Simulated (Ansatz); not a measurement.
## Ir(110) / 3 layers Pt(110) / Ir(110): resistance against film thickness

How does the resistance across the layers grow with the film in Ir(110) / 3 layers Pt(110) / Ir(110)?

Method: Ansatz plane-wave DFT, PBEsol, PAW files; ballistic transport by layer matching (Landauer), zero bias, in Ansatz 0.2.0.

Report form: the programs' logs are mostly left out.

## (1) The structure

The cell holds 15 atoms: 12 Ir and 3 Pt. Cell: a = 2.715 Å, b = 3.839 Å, c = 20.763 Å, α = 84.7°, β = 86.3°, γ = 90.0°. It derives from Ir and Pt. Regions: lead, 12 atoms (12 Ir); films, 3 atoms (3 Pt). The structure is stacked along c, and the current runs across the ab planes.

## (2) With 3 layers

The film is laid into the lead at the lead's in-plane lattice, and the cell closes on the lead's own image. The mesh across the current, 26×20, is finer than the density's, because channels open and close sharply across the zone. Energies from -1 to 1 eV in steps of 0.036 eV cover the slope of the Fermi function at 300 K, so the program can form a conductance.

The input, input.yaml:

```yaml
crystal:
  lattice:
    - [2.7148657757, 0.0, 0.0]
    - [0.0, 3.8394, 0.0]
    - [1.3574328878, 1.9197, 20.6293559193]
  atoms:
    - { symbol: Ir, position: [0.9835497423, 0.9835497423, 0.0329005155] }
    - { symbol: Ir, position: [0.4506492268, 0.4506492268, 0.0987015465] }
    - { symbol: Ir, position: [0.9177487113, 0.9177487113, 0.1645025774] }
    - { symbol: Ir, position: [0.3848481958, 0.3848481958, 0.2303036084] }
    - { symbol: Ir, position: [0.8519476803, 0.8519476803, 0.2961046394] }
    - { symbol: Ir, position: [0.3190471648, 0.3190471648, 0.3619056704] }
    - { symbol: Pt, position: [0.7850646047, 0.7850646047, 0.4298707906] }
    - { symbol: Pt, position: [0.25, 0.25, 0.5] }
    - { symbol: Pt, position: [0.7149353953, 0.7149353953, 0.5701292094] }
    - { symbol: Ir, position: [0.1809528352, 0.1809528352, 0.6380943296] }
    - { symbol: Ir, position: [0.6480523197, 0.6480523197, 0.7038953606] }
    - { symbol: Ir, position: [0.1151518042, 0.1151518042, 0.7696963916] }
    - { symbol: Ir, position: [0.5822512887, 0.5822512887, 0.8354974226] }
    - { symbol: Ir, position: [0.0493507732, 0.0493507732, 0.9012984535] }
    - { symbol: Ir, position: [0.5164502577, 0.5164502577, 0.9670994845] }
kpoints:
  mp_grid: { grid: [14, 10, 2] }
hamiltonian:
  xc: pbesol
scf:
  occupations: { method: fermi_dirac, width: 0.1 }
output:
  transmission: { leads: [[0, 1]], kmesh: [26, 20], e_range: [-1.0, 1.0], de: 0.036 }
  write_potential: true
  write_density: true
  volumetric_format: npy
  elf: true
```

Run with:

```bash
$ ansatz run input.yaml --threads 4 --pin off --max-ram 8192MiB --backend cpu --events-out ev --progress --plain --runs-dir out
```

Elapsed: 14 min, on 4 threads of Arm Neoverse V2, shared host; peak memory 3.2 GiB; 51 min of CPU time.

Numbers from this step:

- free energy: -178739.9114 eV
- energy at zero smearing: -178739.6551 eV
- Fermi energy: 25.15 eV
- cell area: 10.42 Å²
- step of the lead's potential: 17.2 meV
- ballistic conductance of the lead: 2.04e15 S/m²
- estimated errors of the lead's conductance: 0, 4.4, 0.2 % (band edges, k-mesh, distance from neutral)
- lead conductance per cell: 2.743 G₀
- conductance of the junction: 1.24e15 S/m²
- junction conductance per cell: 1.673 G₀
- estimated errors of the junction's conductance: 0.1, 0, 3.7, 5.2, 0 % (energy step, band edges, k-mesh, leads' steps, distance from neutral)
- area resistance that the stack adds (contact term taken off, spin by spin): 0.3139 fΩ m²

Per spin. The transmission, zone mean by energy, zero at the Fermi level:

energy (eV), transmission, zone mean and a bar from the least value:
```
   -1.000       1.81 ###########################
   -0.928       1.87 ##############################
   -0.892       1.87 ##############################
   -0.856       1.86 #############################
   -0.784       1.81 ###########################
   -0.712       1.81 ###########################
   -0.676       1.80 ###########################
   -0.604       1.79 ##########################
   -0.532       1.78 ##########################
   -0.460       1.80 ##########################
   -0.388       1.79 ##########################
   -0.316       1.78 ##########################
   -0.244       1.73 #######################
   -0.172       1.67 ####################
   -0.100       1.67 #####################
   -0.028       1.67 ####################
    0.008       1.68 #####################
    0.080       1.67 ####################
    0.152       1.64 ###################
    0.224       1.63 ###################
    0.296       1.65 ####################
    0.368       1.62 ##################
    0.440       1.58 ################
    0.512       1.50 ############
    0.584       1.48 ###########
    0.656       1.47 ###########
    0.692       1.46 ###########
    0.764       1.41 ########
    0.836       1.34 #####
    0.908       1.27 #
    0.980       1.24
```

Per spin. Open channels, zone mean, lead against energy, zero at the Fermi level:

energy (eV), open channels, zone mean, lead and a bar from the least value:
```
   -1.000       2.50 #
   -0.964       2.56 ###
   -0.892       2.54 ###
   -0.856       2.51 #
   -0.784       2.47 
   -0.748       2.48 
   -0.676       2.49 #
   -0.640       2.47 
   -0.568       2.52 ##
   -0.532       2.54 ###
   -0.460       2.55 ###
   -0.424       2.56 ###
   -0.352       2.62 #####
   -0.316       2.62 #####
   -0.244       2.62 #####
   -0.208       2.61 #####
   -0.136       2.66 #######
   -0.100       2.67 #######
   -0.028       2.74 ##########
    0.008       2.77 ###########
    0.080       2.76 ###########
    0.116       2.76 ##########
    0.188       2.80 ############
    0.224       2.85 ##############
    0.296       2.98 ###################
    0.332       3.00 ###################
    0.404       3.08 ######################
    0.440       3.12 #######################
    0.512       3.07 ######################
    0.548       3.12 #######################
    0.620       3.30 ##############################
    0.656       3.27 #############################
    0.728       3.29 ##############################
    0.764       3.23 ############################
    0.836       3.16 #########################
    0.872       3.01 ###################
    0.944       2.76 ###########
    0.980       2.60 #####
```

Transmission over k1 and k2. At 0.0080 eV from the Fermi level.

Ten even steps from '0' (0.00) to '9' (3.64):
```
00046644434333334344466400
00026346663345433666436200
00004566666344436666654000
00014456655555555566544100
01222245553654563555422221
44402323455654565543232044
66652244445567655444422566
76662444455677765544442666
99864544556677766554454689
99975545556577756555455799
99864544556677766554454689
76662444455677765544442666
66652244445567655444422566
44402323455654565543232044
01222245553654563555422221
00014456655555555566544100
00004566666344436666654000
00026346663345433666436200
00046644434333334344466400
00056772132432342312776500
```
Columns: k1 (b1) from -0.5 to 0.462; rows upwards: k2 (b2) from -0.5 to 0.45.

Open channels over k1 and k2. At 0.0080 eV from the Fermi level.

Ten even steps from '_' (0.00) to '@' (6.00):
```
______******++++++++++++******++++++++++++******____
______--**++********++++++++++++++********++**--____
________**************++++++++++**************______
____....--****************++****************--....__
__........------------**++++++**------------........
****++....------------++++++++++------------....++**
******++..----------**++++**++++**----------..++****
@@******..----------++++******++++----------..******
@@@@@@****----------++++******++++----------****@@@@
@@@@@@******------++++++******++++++------******@@@@
@@@@@@****----------++++******++++----------****@@@@
@@******..----------++++******++++----------..******
******++..----------**++++**++++**----------..++****
****++....------------++++++++++------------....++**
__........------------**++++++**------------........
____....--****************++****************--....__
________**************++++++++++**************______
______--**++********++++++++++++++********++**--____
______******++++++++++++******++++++++++++******____
______********--------**********--------********____
```
Columns: k1 (b1) from -0.5 to 0.462; rows upwards: k2 (b2) from -0.5 to 0.45.

Electrostatic potential energy in the cb plane at fractional x = 0.181, with atoms of Pt and Ir within 0.2 Å of it. With pseudopotentials it is smooth inside the atoms' cores, unlike the true potential.

Values in eV, 6 rows by 16 columns, each cell a mean:
```
-17  15  13  -7  24  14  14  26  22  24  25  25  23  18  25   9
 18  21  20  14  23  19  18  26  21  24  27  23  26  26  23  25
 25   9  11  23   4  18  21  11  24  24  22  25  25  26  23  26
 25   6   5  22 -22   5   9 -31  16   5 -21  22   9   3  24  16
 15  20  19  23   2  14  13 -28  15  -5 -39  16 -15 -33  19 -22
-20  15  18   7  23  21  21  15  23  16  -8  22  -3 -25  19 -27
```
Columns run along c (16.0 Å, from fractional 0.01 to 0.78 of the cell; values clipped at the 3rd and 97th percentile), rows up along b (3.8 Å). Atoms in or near the plane, at fractional coordinates: Pt at (0.50, 0.25), Ir at (0.64, 0.18), Ir at (0.77, 0.12).

ELF in the cb plane at fractional x = 0.181, with atoms of Pt and Ir within 0.2 Å of it. It is the smooth field of the valence electrons, not physical close to the nuclei.

Ten even steps from '0' (0.14) to '9' (0.68), each cell a mean:
```
89852225775211233322112222111122222343222247
45432223554211234321012222100012221112333322
32233233222322222222112222100012221001233211
22232223323322332233222222110112221001233210
11135642222465323334532222222222222112333211
21235763223799622258983222367522222442233322
32223442222688622269996223699842225996222246
32232233333345322248995223799962238869532489
56433233223322332334542222489742227879533596
99842223543222222233222222245422214897222389
```
Columns run along c (16.0 Å, from fractional 0.01 to 0.78 of the cell), rows up along b (3.8 Å). Atoms in or near the plane, at fractional coordinates: Pt at (0.50, 0.25), Ir at (0.64, 0.18), Ir at (0.77, 0.12).

Valence density in the cb plane at fractional x = 0.181, with atoms of Pt and Ir within 0.2 Å of it. It is the smooth field of the valence electrons, not physical close to the nuclei.

Values in units of 1e0 e/Å³, 6 rows by 16 columns, each cell a mean:
```
3.2 0.8 0.9 2.1 0.4 0.8 0.8 0.2 0.5 0.3 0.3 0.3 0.4 0.6 0.3 1.1
0.6 0.5 0.5 0.8 0.4 0.6 0.6 0.3 0.5 0.3 0.2 0.4 0.3 0.2 0.4 0.3
0.3 1.1 1.0 0.4 1.4 0.6 0.5 0.9 0.4 0.4 0.4 0.3 0.3 0.3 0.4 0.3
0.3 1.3 1.3 0.4 3.8 1.5 1.2 5.3 0.7 1.6 4.2 0.4 1.1 1.7 0.4 0.7
0.7 0.5 0.5 0.4 1.6 0.8 0.9 4.7 0.8 2.6 8.1 0.7 3.8 6.2 0.6 4.3
3.6 0.8 0.6 1.1 0.4 0.5 0.5 0.8 0.4 0.8 2.6 0.4 2.3 4.6 0.6 5.2
```
Columns run along c (16.0 Å, from fractional 0.01 to 0.78 of the cell), rows up along b (3.8 Å). Atoms in or near the plane, at fractional coordinates: Pt at (0.50, 0.25), Ir at (0.64, 0.18), Ir at (0.77, 0.12).

The lead's potential steps by 17 meV from period to period, small in itself. The program estimates the junction's conductance to 3.7 % from the k-mesh, 0 % from the leads' distance from neutral and 5.2 % from their steps.

By hand: 1/G − 1/G_lead = 1/1.243 − 1/2.039 = 0.314 fΩ m² with G in 10¹⁵ S/m².

## (3) With 5 layers, film layers 5

The stack now holds 5 film layers; the k-mesh follows the cell, and the energies span -0.27 to 0.27 eV.

System of this step: Ir(110) / 5 layers Pt(110) / Ir(110). The cell holds 17 atoms: 12 Ir and 5 Pt. Cell: a = 2.715 Å, b = 3.839 Å, c = 23.640 Å, α = 85.3°, β = 86.7°, γ = 90.0°. It derives from Ir and Pt. Regions: lead, 12 atoms (12 Ir); films, 5 atoms (5 Pt). The structure is stacked along c, and the current runs across the ab planes.

The input, input.yaml:

```yaml
crystal:
  lattice:
    - [2.7148657757, 0.0, 0.0]
    - [0.0, 3.8394, 0.0]
    - [1.3574328878, 1.9197, 23.5227967627]
  atoms:
    - { symbol: Ir, position: [0.9855732197, 0.9855732197, 0.0288535607] }
    - { symbol: Ir, position: [0.456719659, 0.456719659, 0.0865606821] }
    - { symbol: Ir, position: [0.9278660983, 0.9278660983, 0.1442678034] }
    - { symbol: Ir, position: [0.3990125376, 0.3990125376, 0.2019749248] }
    - { symbol: Ir, position: [0.8701589769, 0.8701589769, 0.2596820462] }
    - { symbol: Ir, position: [0.3413054162, 0.3413054162, 0.3173891676] }
    - { symbol: Pt, position: [0.8115029087, 0.8115029087, 0.3769941826] }
    - { symbol: Pt, position: [0.2807514544, 0.2807514544, 0.4384970913] }
    - { symbol: Pt, position: [0.75, 0.75, 0.5] }
    - { symbol: Pt, position: [0.2192485456, 0.2192485456, 0.5615029087] }
    - { symbol: Pt, position: [0.6884970913, 0.6884970913, 0.6230058174] }
    - { symbol: Ir, position: [0.1586945838, 0.1586945838, 0.6826108324] }
    - { symbol: Ir, position: [0.6298410231, 0.6298410231, 0.7403179538] }
    - { symbol: Ir, position: [0.1009874624, 0.1009874624, 0.7980250752] }
    - { symbol: Ir, position: [0.5721339017, 0.5721339017, 0.8557321966] }
    - { symbol: Ir, position: [0.043280341, 0.043280341, 0.9134393179] }
    - { symbol: Ir, position: [0.5144267803, 0.5144267803, 0.9711464393] }
kpoints:
  mp_grid: { grid: [14, 10, 2] }
hamiltonian:
  xc: pbesol
scf:
  occupations: { method: fermi_dirac, width: 0.1 }
output:
  transmission:
    leads: [[0, 1]]
    kmesh: [26, 20]
    e_range: [-0.27, 0.27]
    de: 0.036
  write_potential: true
  write_density: true
  volumetric_format: npy
```

The job ended after 7.1 min (4 threads; peak memory 4 GiB).

Numbers from this step:

- free energy: -203507.5988 eV
- energy at zero smearing: -203507.2946 eV
- Fermi energy: 24.92 eV
- step of the lead's potential: 11.5 meV
- conductance of the junction: 1.14e15 S/m²
- junction conductance per cell: 1.533 G₀
- estimated errors of the junction's conductance: 0.1, 0, 4.2, 4.1, 0.3 % (energy step, band edges, k-mesh, leads' steps, distance from neutral)
- area resistance that the stack adds (contact term taken off, spin by spin): 0.3873 fΩ m²

Per spin. Transmission, zone mean against energy, zero at the Fermi level:

| energy (eV) | transmission, zone mean |
| --- | --- |
| -0.270 | 1.66 |
| -0.234 | 1.63 |
| -0.198 | 1.61 |
| -0.162 | 1.59 |
| -0.126 | 1.58 |
| -0.090 | 1.56 |
| -0.054 | 1.57 |
| -0.018 | 1.56 |
| 0.018 | 1.53 |
| 0.054 | 1.50 |
| 0.090 | 1.46 |
| 0.126 | 1.44 |
| 0.162 | 1.41 |
| 0.198 | 1.38 |
| 0.234 | 1.40 |
| 0.270 | 1.39 |

The conductance of the junction is 1.1e15 S/m², 8.4 % under the 1.2e15 S/m² of the last finished run.

## (4) With 6 layers, k-mesh 14×10×1, film layers 6

The stack now holds 6 film layers; the k-mesh follows the cell, and the energies span -0.27 to 0.27 eV.

System of this step: Ir(110) / 6 layers Pt(110) / Ir(110). The cell holds 18 atoms: 12 Ir and 6 Pt. Its edges and angles: a = 2.715 Å, b = 3.839 Å, c = 24.970 Å, α = 90.0°, β = 90.0°, γ = 90.0°. It derives from Ir and Pt. Regions: lead, 12 atoms (12 Ir); films, 6 atoms (6 Pt). The structure is stacked along c, and the current runs across the ab planes.

The input, input.yaml:

```yaml
crystal:
  lattice:
    - [2.7148657757, 0.0, 0.0]
    - [0.0, 3.8394, 0.0]
    - [0.0, 0.0, 24.9695171845]
  atoms:
    - { symbol: Ir, position: [0.0, 0.0, 0.0271818009] }
    - { symbol: Ir, position: [0.5, 0.5, 0.0815454026] }
    - { symbol: Ir, position: [0.0, 0.0, 0.1359090043] }
    - { symbol: Ir, position: [0.5, 0.5, 0.1902726061] }
    - { symbol: Ir, position: [0.0, 0.0, 0.2446362078] }
    - { symbol: Ir, position: [0.5, 0.5, 0.2989998096] }
    - { symbol: Pt, position: [0.0, 0.0, 0.355151342] }
    - { symbol: Pt, position: [0.5, 0.5, 0.4130908052] }
    - { symbol: Pt, position: [0.0, 0.0, 0.4710302684] }
    - { symbol: Pt, position: [0.5, 0.5, 0.5289697316] }
    - { symbol: Pt, position: [0.0, 0.0, 0.5869091948] }
    - { symbol: Pt, position: [0.5, 0.5, 0.644848658] }
    - { symbol: Ir, position: [0.0, 0.0, 0.7010001904] }
    - { symbol: Ir, position: [0.5, 0.5, 0.7553637922] }
    - { symbol: Ir, position: [0.0, 0.0, 0.8097273939] }
    - { symbol: Ir, position: [0.5, 0.5, 0.8640909957] }
    - { symbol: Ir, position: [0.0, 0.0, 0.9184545974] }
    - { symbol: Ir, position: [0.5, 0.5, 0.9728181991] }
kpoints:
  mp_grid: { grid: [14, 10, 1] }
hamiltonian:
  xc: pbesol
scf:
  occupations: { method: fermi_dirac, width: 0.1 }
output:
  transmission:
    leads: [[0, 1]]
    kmesh: [26, 20]
    e_range: [-0.27, 0.27]
    de: 0.036
  write_potential: true
  write_density: true
  volumetric_format: npy
```

Elapsed: 4.1 min, on 4 threads; peak memory 2.1 GiB; 15 min of CPU time.

Numbers from this step:

| Property | Result |
| --- | --- |
| free energy | -215891.5007 eV |
| energy at zero smearing | -215891.1747 eV |
| Fermi energy | 24.81 eV |
| step of the lead's potential | 12.3 meV |
| estimated errors of the lead's conductance | 0, 4.4, 0.3 % (band edges, k-mesh, distance from neutral) |
| lead conductance per cell | 2.739 G₀ |
| conductance of the junction | 1.09e15 S/m² |
| junction conductance per cell | 1.462 G₀ |
| estimated errors of the junction's conductance | 0.1, 0.4, 4.5, 4.8, 0.7 % (energy step, band edges, k-mesh, leads' steps, distance from neutral) |
| area resistance that the stack adds (contact term taken off, spin by spin) | 0.4289 fΩ m² |

Per spin. The transmission, zone mean by energy, zero at the Fermi level:

| energy (eV) | transmission, zone mean |
| --- | --- |
| -0.270 | 1.61 |
| -0.234 | 1.59 |
| -0.198 | 1.57 |
| -0.162 | 1.56 |
| -0.126 | 1.54 |
| -0.090 | 1.52 |
| -0.054 | 1.49 |
| -0.018 | 1.48 |
| 0.018 | 1.46 |
| 0.054 | 1.43 |
| 0.090 | 1.40 |
| 0.126 | 1.37 |
| 0.162 | 1.31 |
| 0.198 | 1.31 |
| 0.234 | 1.31 |
| 0.270 | 1.28 |

The conductance of the junction is 1.1e15 S/m², 4.6 % under the 1.1e15 S/m² of the last finished run, no more than the error estimates, leads' steps apart, of 4.2 and 4.5 % together.

(Continued in part 2 of 2.)

[Logs are printed without paths, hosts, clocks, repeated set-up lines and the standing remarks that a program may print on its own settings, such as how far it seeks lower states.]

[Hosts, paths, dates, database ids (printed as entryN), source tags and the programs' standing remarks are cut or masked in the printed files.]
